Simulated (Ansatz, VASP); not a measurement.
SrO in VASP and in Ansatz

INCAR

```
PREC = Accurate ; ENCUT = 600
EDIFF = 1E-6 ; ISMEAR = 0
SIGMA = 0.02 ; LREAL = False
LASPH = True ; NELM = 60
ALGO = Normal ; ISIF = 3
LWAVE = False ; LCHARG = False
GGA = PE ; IBRION = 2
NSW = 100 ; EDIFFG = -0.005
```

File KPOINTS:

```
Automatic mesh
0
Gamma
  8 8 8
```

POSCAR

```
SrO
1.0
    0.0000000000      2.5663000000      2.5663000000
    2.5663000000      0.0000000000      2.5663000000
    2.5663000000      2.5663000000      0.0000000000
Sr O
1 1
Direct
    0.5000000000      0.5000000000      0.5000000000
    0.0000000000      0.0000000000      0.0000000000
```

Input for Ansatz:

```yaml
crystal:
  lattice:
    - [0.0, 2.5663, 2.5663]
    - [2.5663, 0.0, 2.5663]
    - [2.5663, 2.5663, 0.0]
  atoms:
    - { symbol: Sr, position: [0.5, 0.5, 0.5] }
    - { symbol: O, position: [0.0, 0.0, 0.0] }
basis:
  ecutwfc: 420
kpoints:
  mp_grid: { grid: [8, 8, 8] }
hamiltonian:
  xc: pbe
scf:
  occupations: { method: gaussian, width: 0.02 }
output:
  forces: true
  stress: true
  eigenvalues: true
  write_density: true
  write_potential: true
  elf: true
  volumetric_format: npy
relax:
  adjacent_minimum: "off"
  f_tol: 0.005
  max_steps: 80
  cell: { stress_tol: 0.05 }
```

Alike in both runs: task relaxation of cell and atoms; functional PBE; k mesh 8 × 8 × 8; occupations gaussian, width 0.02 eV; no spin polarisation.

```csv
,VASP,Ansatz
version,VASP 6.6.1,Ansatz 0.2.0
potentials or method,"VASP PAW PBE potentials, release 64 (Sr_sv, O)","scalar-relativistic, plane waves, PAW"
plane-wave cutoff (eV),600,420
valence electrons in the cell,16,16
```

|  | VASP | Ansatz | Ansatz less VASP |
| --- | --- | --- | --- |
| gap on the k mesh at the Fermi level, each at its own relaxed structure (eV) | 3.28 | 3.33 | +0.043 |
| relaxed volume (Å³/atom) | 17.62 | 17.52 | -0.093 |
| relaxed cell length with the largest relative difference (Å) | 3.680 | 3.673 | -0.0065 |
| energy change over the relaxation (meV/atom) | -8 | -6 | +2.0 |

A k mesh can miss the band edges. Zero-point motion and thermal expansion aren't in these numbers. Expect the measured gap to be larger: semilocal functionals such as PBE lack the derivative discontinuity.
